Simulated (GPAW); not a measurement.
Runs of GPAW 26.7.0 on KCl (Sylvite). Symmetry: Fm-3m, No. 225, cubic system. Conventional cell: a = 6.293 Å, b = 6.293 Å, c = 6.293 Å, α = 90.00°, β = 90.00°, γ = 90.00°. K (site symmetry m-3m) is surrounded by 6 Cl at 3.15 Å. Around Cl (site symmetry m-3m) lie 6 K at 3.15 Å. 

```tsv
task	level	potentials or basis	spin	cell	smearing	optimizer	fmax	max steps	target pressure	convergence	gap on the mesh (eV)	pressure (GPa)	moment (μB)
relaxation of cell and atoms	RPBE	the program's PAW data sets (release 1.2.1) made for this functional, pw	collinear, zero start	relaxed to 20 GPa	gaussian 0.1 eV	LBFGS	0.02 eV/Å	40	20 GPa	density=1e-05 forces=0.0001	6.21	20.0	0.00
single point	RPBE	the program's PAW data sets (release 1.2.1) made for this functional, pw	off	as given	gaussian 0.1 eV	-	-	-	-	-	5.54	(c)	-
single point	r2SCAN+D3(BJ)	GPAW PAW data sets (gpaw-data 1.2.1), pw	off	volume scaled by 1.08	improved-tetrahedron-method	-	-	-	-	-	5.57	(a)	-
single point	BLYP+D3(BJ)	PAW data sets generated in the run's folder for this functional, pw	collinear, ferromagnetic start	as given	gaussian 0.1 eV	-	-	-	-	-	5.18	-0.8	0.00
single point	PBEsol	PAW data sets generated in the run's folder for this functional, pw	off	as given	gaussian 0.1 eV	-	-	-	-	-	5.03	(b)	-
```

Alike in all rows: k mesh 7 × 7 × 7; cutoff (eV) 600.

Estimate the missing entries.

(a) -1.7; (b) -0.5; (c) 2.3.

Caveats: an odd mesh through Γ misses points on the zone boundary, where band edges often lie; each step starts from the last one's moments, so a moment once lost doesn't come back (some runs); later steps reuse the first step's grids (some runs); the PAW data sets were made with another functional, which shifts forces and pressure a little (some runs).

Runs at the PBE level aren't shown here.
